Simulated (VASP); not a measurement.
Wanted: the native input for a VASP 6.6.1 run.

| Item | Value |
| --- | --- |
| Task | relaxation of cell and atoms |
| Functional | PBEsol |
| Potentials or basis | VASP PAW PBE potentials, release 64 (In_d, Sb) |
| Cutoff | 520 eV |
| k mesh | 8 × 8 × 8 |
| Occupations | gaussian, width 0.02 eV |
| Spin | no spin polarisation |
| Further INCAR settings | ALGO = Fast; EDIFF = 1e-07; IBRION = 2; EDIFFG = -0.002; NSW = 80; ISIF = 3 |

The structure of InSb lies in POSCAR:

```
InSb                                    
1.0
    0.0000000000      3.2603479211      3.2603479211
    3.2603479211     -0.0000000000      3.2603479211
    3.2603479211      3.2603479211     -0.0000000000
  In              Sb            
     1     1
Direct
     1.0000000000000000    1.0000000000000000    0.0000000000000000
     0.2500000000000000    0.2500000000000000    0.2500000000000000
```

One way to write it, as run:

INCAR

```
PREC = Accurate ; ENCUT = 520
EDIFF = 1E-7 ; ISMEAR = 0
SIGMA = 0.02 ; LREAL = F
LASPH = T ; NELM = 100
ALGO = Fast ; ISIF = 3
LWAVE = F ; LCHARG = F
GGA = PS ; IBRION = 2
NSW = 80 ; EDIFFG = -0.002
KPAR = 4
```

KPOINTS

```
Automatic mesh
0
Gamma
  8 8 8
```

Potentials or basis: VASP PAW PBE potentials, release 64 (In_d, Sb).

Launch:

```sh
$ cat potpaw_PBE.64/In_d/POTCAR potpaw_PBE.64/Sb/POTCAR > POTCAR
$ mpirun -np 4 vasp_std > vasp.out
```

Results of the run:

```yaml
Relaxed_volume: 34.66 Å³/atom
Relaxed_cell: a = 4.611 Å, b = 4.611 Å, c = 4.611 Å, α = 60.00°, β = 60.00°, γ = 60.00°
Space_group_after_relaxing_to_0.05_Å: F-43m (No. 216)
Energy_gained_by_relaxing: 0.0 meV/atom
Ionic_steps: 4
Pressure_after_relaxing: 0.0 GPa
Band_gap_on_the_k_mesh: none (metal or under the smearing width)
```

Caveat: the PAW data sets were made with another functional, which shifts forces and pressure a little; this crystal is a semiconductor, whose small gap the functional closes, so the metal is an error of the method.

Run time: 30 s on 4 MPI ranks on AMD EPYC 7R13 Processor (Zen 3), with other jobs on the host, peak memory 0.2 GiB a rank.
